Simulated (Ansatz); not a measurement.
Density of states of CoO (Fm-3m, a = 4.167 Å, b = 4.167 Å, c = 4.167 Å, α = 90.00°, β = 90.00°, γ = 90.00°), in states per eV and primitive cell, averaged over bins of 0.5 eV. Level of theory: DFT PBEsol, scalar-relativistic, plane waves, PAW in Ansatz.

Plane waves to 420 eV, a k mesh through Γ of 20×20×20 on the computed 2-atom cell and Gaussian smearing (0.10 eV); collinear spin from starting moments 2.57 0.32 μB.

The cell is relaxed at this level. The states (both spins) are summed by tetrahedra on a 30×30×30 mesh at the self-consistent density. Energies are bin centres; the table starts no lower than −8 eV and ends at 6 eV, or lower where the solved bands end.

It is a metal at this level.

```tsv
E − E_F (eV)	total	Co 3d down	Co 3d up	O 2p up	O 2p down	Co 4s down	Co 4s up
-7.80	1.18	0.04	0.16	0.62	0.19	0.05	0.11
-7.30	1.32	0.10	0.07	0.34	0.62	0.11	0.03
-6.80	1.22	0.06	0.20	0.48	0.39	0.04	0.01
-6.30	2.08	0.05	0.69	1.01	0.26	0.02	0.01
-5.80	1.53	0.12	0.32	0.56	0.48	0.01	0.00
-5.30	2.09	0.39	0.17	0.37	1.11	0.01	0.00
-4.80	1.30	0.23	0.07	0.16	0.81	0.00	0.00
-4.30	0.56	0.09	0.03	0.04	0.39	0.00	0.00
-3.80	0.30	0.03	0.11	0.02	0.13	0.00	0.00
-3.30	0.59	0.00	0.49	0.04	0.04	0.00	0.00
-2.80	1.70	0.00	1.60	0.07	0.00	0.00	0.00
-2.30	2.24	0.07	2.00	0.12	0.00	0.00	0.01
-1.80	3.15	0.20	2.41	0.43	0.02	0.00	0.04
-1.30	1.38	0.48	0.55	0.26	0.04	0.00	0.01
-0.80	1.67	0.87	0.42	0.28	0.06	0.00	0.01
-0.30	2.75	1.97	0.35	0.29	0.11	0.01	0.00
0.20	2.71	2.23	0.16	0.15	0.15	0.01	0.00
0.70	0.84	0.72	0.00	0.00	0.07	0.01	0.00
1.20	1.06	0.86	0.00	0.00	0.12	0.02	0.00
1.70	0.86	0.63	0.00	0.00	0.17	0.02	0.01
2.20	0.72	0.49	0.00	0.00	0.19	0.01	0.01
2.70	0.33	0.19	0.00	0.00	0.09	0.01	0.01
3.20	0.06	0.00	0.00	0.01	0.00	0.01	0.02
3.70	0.09	0.00	0.00	0.01	0.01	0.02	0.03
4.20	0.12	0.00	0.00	0.02	0.01	0.02	0.04
4.70	0.18	0.00	0.00	0.02	0.02	0.03	0.06
5.20	0.31	0.00	0.00	0.03	0.02	0.05	0.08
5.70	0.37	0.01	0.00	0.03	0.03	0.07	0.09
```

The columns after the total are the main Löwdin projections on the occupied valence shells of the potentials; 2 others are left out. The rest of the total lies in those, in shells that are empty in the free atom, which aren't projected, and between the atoms.

The cell holds one magnetic atom, so it can only be ferromagnetic; an antiferromagnetic order may lie lower.

Only this magnetic start was tried.